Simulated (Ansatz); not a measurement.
**Zr2N: tests of the settings**

Aim, for Zr2N: see how the mixing step moves the results.

Method: DFT PBEsol, scalar-relativistic, plane waves, PAW, in Ansatz 0.2.0.

2 further runs of the same task are left out: 1 that didn't finish, 1 set aside as unsound or not needed. Runs told in other sessions of the task aren't counted.

### Step 1. The structure to begin with

It takes space group P4_2/mnm (No. 136, tetragonal). The conventional cell has a = 5.413 Å, b = 5.413 Å, c = 3.308 Å, α = 90.00°, β = 90.00°, γ = 90.00°. Zr (site symmetry m2m) has 3 N at 2.27 Å in its first shell of neighbours. N (site symmetry mmm) is surrounded by 6 Zr at 2.27 Å.

Coordinates:

```xyz
6
Lattice="5.4130 0.0000 0.0000 0.0000 5.4130 0.0000 0.0000 0.0000 3.3078" Properties=species:S:1:pos:R:3 pbc="T T T"
Zr    1.6029    1.6029    0.0000
Zr    3.8101    3.8101    0.0000
Zr    4.3094    1.1036    1.6539
Zr    1.1036    4.3094    1.6539
N     0.0000    0.0000    0.0000
N     2.7065    2.7065    1.6539
```

Source of the structure: the Materials Project (structure only). It is taken as it stands there.

### Step 2. The base run, which the others are set against

Contents of input.yaml:

```yaml
crystal:
  lattice:
    - [5.41300273, 0.0, 0.0]
    - [0.0, 5.41300273, 0.0]
    - [0.0, 0.0, 3.30778919]
  atoms:
    - { symbol: Zr, position: [0.29612546, 0.29612546, 0.0] }
    - { symbol: Zr, position: [0.70387454, 0.70387454, 0.0] }
    - { symbol: Zr, position: [0.79612546, 0.20387454, 0.5] }
    - { symbol: Zr, position: [0.20387454, 0.79612546, 0.5] }
    - { symbol: "N", position: [0.0, 0.0, 0.0] }
    - { symbol: "N", position: [0.5, 0.5, 0.5] }
basis:
  ecutwfc: 420
kpoints:
  mp_grid: { grid: [8, 8, 10] }
hamiltonian:
  xc: pbesol
scf:
  occupations: { method: gaussian, width: 0.1 }
output:
  forces: true
  stress: true
  eigenvalues: true
  populations: true
```

It was run beforehand and gave: -2879.9551 eV/atom at zero smearing, pressure -4.87 GPa, largest force 0.064 eV/Å, no gap on the mesh, in 7 SCF cycles and 10 s.

### Step 3. Mixing step set to 0.02

input.yaml: that of step 2 with these lines changed.

```diff
@@ -20,2 +20,6 @@
   occupations: { method: gaussian, width: 0.1 }
+  mixing: { beta: 0.02 }
+  max_iter: 120
+  lower_state_search: "off"
+  initial_density: { chi_scale: 0, normalization: atom }
 output:
@@ -24,2 +28 @@
   eigenvalues: true
-  populations: true
```

Command:

```console
> ansatz run input.yaml --threads 1 --pin off --max-ram 2560MiB --backend cpu --events-out ev --progress --plain --runs-dir out
```

Standard output, shortened:

```text
Warning: RAYON_NUM_THREADS=1 ignored (pool sized by the plan → 1); use --threads N
[...]
Pseudopotentials: kind: paw
Pseudopotential: Zr, paw, valence charge 12, recommended cutoff 420 eV (normal), Zr.paw.azcp
Pseudopotential: N, paw, valence charge 5, recommended cutoff 420 eV (normal), N.paw.azcp
Functional definition: PBEsol
[...]
Crystal: 6 atoms, lattice volume = 96.920 Å³
Basis set: ecut = 420 eV, 1863 PW (Γ), exchange–correlation on 80×80×48 points (8 copies of the dense FFT grid, shifted against one another)
Bands: 35, of which v1, the nominal top of the filled ones, is band 29 counted from 1 (28 counted from 0)
Symmetry: 16 space group operations
Space group: P42/mnm (ITA 136), of the structure as read, at distance tolerance 4.6e-5 Å
k-points: 90 of 640
[...]
SCF iter   1: F=—  HF=-17283.883350 eV  |F-HF|=—  |Δ(HF+E_count)|=         —  Δρ=1.05e-1  dr2=1.65e1  ethr=3.10e-3  ⟨swp⟩=4.7  Hψ=12321  notcnv=0
[...]
SCF iter   9: F=-17279.737354 eV  HF=-17279.737354 eV  |F-HF|=5.98e-9  |Δ(HF+E_count)|=   4.14e-8  Δρ=2.41e-6  dr2=8.83e-9  ethr=1.72e-10  ⟨swp⟩=10.8  Hψ=12959  notcnv=0
[...]
SCF converged after 9 iterations
Free energy (F): -17279.737354 eV
[...]
E sigma→0 (E₀):  -17279.730751 eV
Entropy (-TS):   -0.013207 eV (-2.201 meV/atom)
Fermi energy:    14.785921 eV
[...]
--- Forces (eV/Å), atoms counted from 1 ---
  atom   1  Zr     0.04500341     0.04500341     0.00000000
  atom   2  Zr    -0.04500341    -0.04500341     0.00000000
  atom   3  Zr     0.04500341    -0.04500341     0.00000000
  atom   4  Zr    -0.04500341     0.04500341     0.00000000
  atom   5  N     -0.00000000     0.00000000     0.00000000
  atom   6  N     -0.00000000     0.00000000     0.00000000
[...]
--- Stress (GPa, compression-positive) ---
       -4.556425       0.000000       0.000000
        0.000000      -4.556425       0.000000
        0.000000       0.000000      -5.510606
  P = ⅓ Tr σ = -4.8745 GPa (-48.745 kbar)
--- Band table (eV; the first three rows and the last of 90) ---
[...]
```

It took 9.7 s on 1 thread of Intel Xeon 6975P-C (Granite Rapids), shared host; peak memory 0.52 GiB.

This run gives -2879.9551 eV/atom at zero smearing, pressure -4.87 GPa, largest force 0.064 eV/Å and no gap on the mesh.

### Step 4. Mixing step: 0.1

input.yaml: that of step 3 with these lines changed.

```diff
@@ -20,3 +20,3 @@
   occupations: { method: gaussian, width: 0.1 }
-  mixing: { beta: 0.02 }
+  mixing: { beta: 0.1 }
   max_iter: 120
```

Command:

```console
> ansatz run input.yaml --threads 1 --pin off --max-ram 2560MiB --backend cpu --events-out ev --progress --plain --runs-dir out
```

Standard output, shortened:

```text
Warning: RAYON_NUM_THREADS=1 ignored (pool sized by the plan → 1); use --threads N
[...]
[... 4 set-up lines as earlier in the session ...]
[...]
Crystal: 6 atoms, lattice volume = 96.920 Å³
Basis set: ecut = 420 eV, 1863 PW (Γ), exchange–correlation on 80×80×48 points (8 copies of the dense FFT grid, shifted against one another)
Bands: 35, of which v1, the nominal top of the filled ones, is band 29 counted from 1 (28 counted from 0)
[... 2 set-up lines as earlier in the session ...]
k-points: 90 of 640
[...]
SCF iter   1: F=—  HF=-17283.883350 eV  |F-HF|=—  |Δ(HF+E_count)|=         —  Δρ=1.05e-1  dr2=1.65e1  ethr=3.10e-3  ⟨swp⟩=4.7  Hψ=12321  notcnv=0
[...]
SCF iter   9: F=-17279.737354 eV  HF=-17279.737354 eV  |F-HF|=2.50e-9  |Δ(HF+E_count)|=   1.33e-8  Δρ=1.66e-6  dr2=4.02e-9  ethr=1.33e-10  ⟨swp⟩=2.0  Hψ=9577  notcnv=0
[...]
SCF converged after 9 iterations
Free energy (F): -17279.737354 eV
[...]
E sigma→0 (E₀):  -17279.730751 eV
Entropy (-TS):   -0.013207 eV (-2.201 meV/atom)
Fermi energy:    14.785919 eV
[...]
--- Forces (eV/Å), atoms counted from 1 ---
  atom   1  Zr     0.04500003     0.04500003     0.00000000
  atom   2  Zr    -0.04500003    -0.04500003     0.00000000
  atom   3  Zr     0.04500003    -0.04500003     0.00000000
  atom   4  Zr    -0.04500003     0.04500003     0.00000000
  atom   5  N      0.00000000    -0.00000000     0.00000000
  atom   6  N      0.00000000    -0.00000000     0.00000000
[...]
--- Stress (GPa, compression-positive) ---
       -4.556413       0.000000       0.000000
        0.000000      -4.556413       0.000000
        0.000000       0.000000      -5.510577
  P = ⅓ Tr σ = -4.8745 GPa (-48.745 kbar)
--- Band table (eV; the first three rows and the last of 90) ---
[...]
```

Wall time 11 s (1 thread of Intel Xeon 6975P-C (Granite Rapids), shared host); peak memory 0.53 GiB.

Read-out: -2879.9551 eV/atom at zero smearing, pressure -4.87 GPa, largest force 0.064 eV/Å and no gap on the mesh.

### Step 5. Mixing step: 0.4

input.yaml: that of step 4 with these lines changed.

```diff
@@ -20,3 +20,3 @@
   occupations: { method: gaussian, width: 0.1 }
-  mixing: { beta: 0.1 }
+  mixing: { beta: 0.4 }
   max_iter: 120
```

Command:

```console
> ansatz run input.yaml --threads 1 --pin off --max-ram 2560MiB --backend cpu --events-out ev --progress --plain --runs-dir out
```

Standard output, shortened:

```text
Warning: RAYON_NUM_THREADS=1 ignored (pool sized by the plan → 1); use --threads N
[...]
[... 4 set-up lines as earlier in the session ...]
[...]
Crystal: 6 atoms, lattice volume = 96.920 Å³
Basis set: ecut = 420 eV, 1863 PW (Γ), exchange–correlation on 80×80×48 points (8 copies of the dense FFT grid, shifted against one another)
Bands: 35, of which v1, the nominal top of the filled ones, is band 29 counted from 1 (28 counted from 0)
[... 2 set-up lines as earlier in the session ...]
k-points: 90 of 640
[...]
SCF iter   1: F=—  HF=-17283.883350 eV  |F-HF|=—  |Δ(HF+E_count)|=         —  Δρ=1.05e-1  dr2=1.65e1  ethr=3.10e-3  ⟨swp⟩=4.7  Hψ=12321  notcnv=0
[...]
SCF iter   8: F=-17279.737354 eV  HF=-17279.737354 eV  |F-HF|=6.13e-9  |Δ(HF+E_count)|=   1.19e-7  Δρ=3.26e-6  dr2=1.27e-8  ethr=1.72e-10  ⟨swp⟩=11.0  Hψ=13428  notcnv=0
[...]
SCF converged after 8 iterations
Free energy (F): -17279.737354 eV
[...]
E sigma→0 (E₀):  -17279.730751 eV
Entropy (-TS):   -0.013208 eV (-2.201 meV/atom)
Fermi energy:    14.785908 eV
[...]
--- Forces (eV/Å), atoms counted from 1 ---
  atom   1  Zr     0.04500083     0.04500083     0.00000000
  atom   2  Zr    -0.04500083    -0.04500083     0.00000000
  atom   3  Zr     0.04500083    -0.04500083     0.00000000
  atom   4  Zr    -0.04500083     0.04500083     0.00000000
  atom   5  N      0.00000000     0.00000000     0.00000000
  atom   6  N      0.00000000    -0.00000000     0.00000000
[...]
--- Stress (GPa, compression-positive) ---
       -4.556447       0.000000       0.000000
        0.000000      -4.556447       0.000000
        0.000000       0.000000      -5.510599
  P = ⅓ Tr σ = -4.8745 GPa (-48.745 kbar)
--- Band table (eV; the first three rows and the last of 90) ---
[...]
```

Run time: 9.2 s. Hardware: 1 thread of Intel Xeon 6975P-C (Granite Rapids), shared host; peak memory 0.53 GiB.

This run gives -2879.9551 eV/atom at zero smearing, pressure -4.87 GPa, largest force 0.064 eV/Å and no gap on the mesh.

### Step 6. Mixing step set to 0.6

input.yaml: that of step 5 with these lines changed.

```diff
@@ -20,3 +20,3 @@
   occupations: { method: gaussian, width: 0.1 }
-  mixing: { beta: 0.4 }
+  mixing: { beta: 0.6 }
   max_iter: 120
```

Command:

```console
> ansatz run input.yaml --threads 1 --pin off --max-ram 2560MiB --backend cpu --events-out ev --progress --plain --runs-dir out
```

Standard output, shortened:

```text
Warning: RAYON_NUM_THREADS=1 ignored (pool sized by the plan → 1); use --threads N
[...]
[... 4 set-up lines as earlier in the session ...]
[...]
Crystal: 6 atoms, lattice volume = 96.920 Å³
Basis set: ecut = 420 eV, 1863 PW (Γ), exchange–correlation on 80×80×48 points (8 copies of the dense FFT grid, shifted against one another)
Bands: 35, of which v1, the nominal top of the filled ones, is band 29 counted from 1 (28 counted from 0)
[... 2 set-up lines as earlier in the session ...]
k-points: 90 of 640
[...]
SCF iter   1: F=—  HF=-17283.883350 eV  |F-HF|=—  |Δ(HF+E_count)|=         —  Δρ=1.05e-1  dr2=1.65e1  ethr=3.10e-3  ⟨swp⟩=4.7  Hψ=12321  notcnv=0
[...]
SCF iter   8: F=-17279.737354 eV  HF=-17279.737354 eV  |F-HF|=3.19e-9  |Δ(HF+E_count)|=   3.74e-8  Δρ=2.45e-6  dr2=5.72e-9  ethr=1.72e-10  ⟨swp⟩=11.0  Hψ=13408  notcnv=0
[...]
SCF converged after 8 iterations
Free energy (F): -17279.737354 eV
[...]
E sigma→0 (E₀):  -17279.730751 eV
Entropy (-TS):   -0.013207 eV (-2.201 meV/atom)
Fermi energy:    14.785917 eV
[...]
--- Forces (eV/Å), atoms counted from 1 ---
  atom   1  Zr     0.04500037     0.04500037     0.00000000
  atom   2  Zr    -0.04500037    -0.04500037     0.00000000
  atom   3  Zr     0.04500037    -0.04500037     0.00000000
  atom   4  Zr    -0.04500037     0.04500037     0.00000000
  atom   5  N      0.00000000     0.00000000     0.00000000
  atom   6  N      0.00000000     0.00000000     0.00000000
[...]
--- Stress (GPa, compression-positive) ---
       -4.556430       0.000000       0.000000
        0.000000      -4.556430       0.000000
        0.000000       0.000000      -5.510602
  P = ⅓ Tr σ = -4.8745 GPa (-48.745 kbar)
--- Band table (eV; the first three rows and the last of 90) ---
[...]
```

Wall time 9.7 s (1 thread of Intel Xeon 6975P-C (Granite Rapids), shared host); peak memory 0.53 GiB.

This run gives -2879.9551 eV/atom at zero smearing, pressure -4.87 GPa, largest force 0.064 eV/Å and no gap on the mesh.

### Step 7. Mixing step set to 0.8

input.yaml: that of step 6 with these lines changed.

```diff
@@ -20,3 +20,3 @@
   occupations: { method: gaussian, width: 0.1 }
-  mixing: { beta: 0.6 }
+  mixing: { beta: 0.8 }
   max_iter: 120
```

Command:

```console
> ansatz run input.yaml --threads 1 --pin off --max-ram 2560MiB --backend cpu --events-out ev --progress --plain --runs-dir out
```

Standard output, shortened:

```text
Warning: RAYON_NUM_THREADS=1 ignored (pool sized by the plan → 1); use --threads N
[...]
[... 4 set-up lines as earlier in the session ...]
[...]
Crystal: 6 atoms, lattice volume = 96.920 Å³
Basis set: ecut = 420 eV, 1863 PW (Γ), exchange–correlation on 80×80×48 points (8 copies of the dense FFT grid, shifted against one another)
Bands: 35, of which v1, the nominal top of the filled ones, is band 29 counted from 1 (28 counted from 0)
[... 2 set-up lines as earlier in the session ...]
k-points: 90 of 640
[...]
SCF iter   1: F=—  HF=-17283.883350 eV  |F-HF|=—  |Δ(HF+E_count)|=         —  Δρ=1.05e-1  dr2=1.65e1  ethr=3.10e-3  ⟨swp⟩=4.7  Hψ=12321  notcnv=0
[...]
SCF iter   8: F=-17279.737354 eV  HF=-17279.737354 eV  |F-HF|=6.50e-9  |Δ(HF+E_count)|=   1.22e-7  Δρ=4.01e-6  dr2=1.57e-8  ethr=1.72e-10  ⟨swp⟩=11.0  Hψ=14869  notcnv=0
[...]
SCF converged after 8 iterations
Free energy (F): -17279.737354 eV
[...]
E sigma→0 (E₀):  -17279.730751 eV
Entropy (-TS):   -0.013208 eV (-2.201 meV/atom)
Fermi energy:    14.785915 eV
[...]
--- Forces (eV/Å), atoms counted from 1 ---
  atom   1  Zr     0.04500361     0.04500361     0.00000000
  atom   2  Zr    -0.04500361    -0.04500361     0.00000000
  atom   3  Zr     0.04500361    -0.04500361     0.00000000
  atom   4  Zr    -0.04500361     0.04500361     0.00000000
  atom   5  N      0.00000000     0.00000000     0.00000000
  atom   6  N      0.00000000     0.00000000     0.00000000
[...]
--- Stress (GPa, compression-positive) ---
       -4.556468       0.000000       0.000000
        0.000000      -4.556468       0.000000
        0.000000       0.000000      -5.510608
  P = ⅓ Tr σ = -4.8745 GPa (-48.745 kbar)
--- Band table (eV; the first three rows and the last of 90) ---
[...]
```

It took 9.7 s on 1 thread of Intel Xeon 6975P-C (Granite Rapids), shared host; peak memory 0.52 GiB.

Read-out: -2879.9551 eV/atom at zero smearing, pressure -4.87 GPa, largest force 0.064 eV/Å and no gap on the mesh.

### Step 8. The sweep of the mixing step side by side

All start from plain superposed atomic densities.

| mixing step | converged | SCF cycles | energy above the lowest (meV/atom) | CPU time |
| --- | --- | --- | --- | --- |
| 0.02 | yes | 9 | 0.00 | 9.7 s |
| 0.1 | yes | 9 | 0.00 | 11 s |
| 0.4 | yes | 8 | 0.00 | 9.1 s |
| 0.6 | yes | 8 | 0.00 | 9.5 s |
| 0.8 | yes | 8 | 0.00 | 9.6 s |

Times: CPU seconds on a shared machine, a rough guide.

Residual dr2 (eV) at cycles 1, 3, 5 and 9:

| mixing step | 1 | 3 | 5 | 9 |
| --- | --- | --- | --- | --- |
| 0.02 | 1.6e+01 | 4.1e-01 | 1.7e-03 | 8.8e-09 |
| 0.1 | 1.6e+01 | 3.8e-01 | 1.1e-03 | 4.0e-09 |
| 0.4 | 1.6e+01 | 3.0e-01 | 7.4e-04 | done |
| 0.6 | 1.6e+01 | 2.7e-01 | 4.6e-04 | done |
| 0.8 | 1.6e+01 | 2.8e-01 | 4.8e-04 | done |

### Step 9. Summary of results

| quantity | value |
| --- | --- |
| fewest cycles, mixing step | 8 with 0.4, 0.6 and 0.8 |

In words: For the mixing step, the fewest cycles, 8, come with 0.4, 0.6 and 0.8; the most, 9, with 0.02 and 0.1. A difference of one cycle can be an accident of the threshold. All converged runs end on the same energy: here the setting changes the path, not the answer. The default mixer learns its step from the history of residuals, so the typed step mostly sets the first cycles.
